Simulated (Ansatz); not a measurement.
## From the elastic tensor of Ta2C to moduli and sound speeds

The calculation used DFT PBEsol, scalar-relativistic, plane waves, PAW (Ansatz 0.2.0). Settings: 420 eV plane-wave cutoff, Γ-centred 18×18×8 mesh, Fermi-Dirac smearing of 0.15 eV. No spin polarisation.

Symmetry: P-3m1, No. 164, trigonal system. The conventional cell has a = 3.096 Å, b = 3.096 Å, c = 4.920 Å, α = 90.00°, β = 90.00°, γ = 120.00°. Ta (site symmetry 3m) has 3 C at 2.18 Å as nearest neighbours. C (site symmetry -3m) has 6 Ta at 2.18 Å as nearest neighbours.

In a metal, frequencies and elastic constants depend on the k mesh and the smearing, soft modes and shear constants most. Spin–orbit coupling is left out, which can shift energies with elements as heavy as these.

Relaxed-ion constants (GPa, on the Cartesian axes of the calculation):
C11 = 492.5, C12 = 164.6, C13 = 150.1, C14 = -49.3, C22 = 492.5, C23 = 150.1, C24 = 49.3, C33 = 517.4, C44 = 127.2, C55 = 127.2, C56 = -49.3, C66 = 163.9 GPa; the others vanish.

Density 15.203 g/cm³; 3 atoms in 40.84 Å³.

The values that follow are for a polycrystal of randomly turned grains, by Hill's mean where one number stands.

With S = C⁻¹: B_V = (C11+C22+C33+2(C12+C13+C23))/9, G_V = (C11+C22+C33−C12−C13−C23+3(C44+C55+C66))/15, 1/B_R = S11+S22+S33+2(S12+S13+S23), 15/G_R = 4(S11+S22+S33−S12−S13−S23)+3(S44+S55+S66); Hill is their mean. Then v_l = √((B+4G/3)/ρ), v_t = √(G/ρ), v_m = [(2/v_t³+1/v_l³)/3]^(−1/3) and Θ = (ħ/k_B)·v_m·(6π²n/V)^(1/3) for n atoms in the volume V; E = 9BG/(3B+G), ν = (3B−2G)/(2(3B+G)) and A^U = 5G_V/G_R + B_V/B_R − 6.

```json
{"Bulk modulus, Voigt / Reuss / Hill": "270.2 / 270.2 / 270.2 GPa", "Shear modulus, Voigt / Reuss / Hill": "152.9 / 134.8 / 143.8 GPa", "Young's modulus": "366 GPa", "Poisson ratio": "0.274", "Pugh ratio B/G": "1.88 (over 1.75, the rule of thumb for ductile)", "Universal anisotropy index": "0.67", "Longitudinal and transverse sound speeds": "5512 and 3076 m/s", "Debye temperature from the mean sound speed": "427 K"}
```

Ta2C is stiff along and across the layers alike: C33 (517.4 GPa) slightly exceeds C11 (492.5 GPa), and the Voigt and Reuss bulk moduli coincide. Carbon occupies alternate octahedral layers between close-packed Ta planes, so this stiffness along c rules out a weak, van der Waals-like gap at the carbon-free layers. Metallic Ta–Ta d bonding probably holds them together, alongside the covalent Ta d–C p bonds in the filled layers.

The anisotropy lies in shear, and more in C14 than in the modest difference between C44 and C66. The Ta–C bonds are inclined to the threefold axis, so sliding the basal planes also distorts them in-plane. This coupling opens a softer combined shear path than C44 alone suggests, which lowers the Reuss shear modulus.

The Pugh ratio lies only a little above its threshold and is weak evidence for ductility in a carbide with directional bonds. Whether the material deforms or cracks depends on slip barriers and cleavage energies, which elastic constants do not determine.
